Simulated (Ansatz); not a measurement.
Space group Fm-3m (No. 225). a = 6.246 Å, b = 6.246 Å, c = 6.246 Å, α = 90.00°, β = 90.00°, γ = 90.00°
| atom | site | symmetry | x | y | z |
| --- | --- | --- | --- | --- | --- |
| Ba | 4a | m-3m | 0.0000 | 0.0000 | 0.0000 |
| F | 8c | -43m | 0.2500 | 0.7500 | 0.7500 |

Equation of state of this BaF2 structure (not necessarily the ground state), with shape and atoms relaxed at each volume where symmetry leaves them free. The calculation used DFT PBE, scalar-relativistic, plane waves, PAW in Ansatz 0.2.0.

Cutoff 420 eV; k points 6×6×6 on the computed 3-atom cell (Γ-centred); Gaussian smearing, width 0.02 eV; no spin polarisation.

```json
{"V (Å³/atom)": "19.088", "E − E(largest V) (meV/atom)": "3.13", "P (GPa)": "3.88", "gap on mesh (eV)": "7.04"}
{"V (Å³/atom)": "19.697", "E − E(largest V) (meV/atom)": "-7.46", "P (GPa)": "1.78", "gap on mesh (eV)": "6.89"}
{"V (Å³/atom)": "20.306", "E − E(largest V) (meV/atom)": "-10.86", "P (GPa)": "0.01", "gap on mesh (eV)": "6.75"}
{"V (Å³/atom)": "20.915", "E − E(largest V) (meV/atom)": "-8.03", "P (GPa)": "-1.48", "gap on mesh (eV)": "6.61"}
{"V (Å³/atom)": "21.524", "E − E(largest V) (meV/atom)": "0.00", "P (GPa)": "-2.73", "gap on mesh (eV)": "6.48"}
```

Task: Fit a third-order Birch–Murnaghan equation to E(V).

Result: V0 = 20.32 Å³/atom, B0 = 54 GPa, B0' = 4.3.

Spin-orbit coupling is left out, which matters for the bands of heavy elements.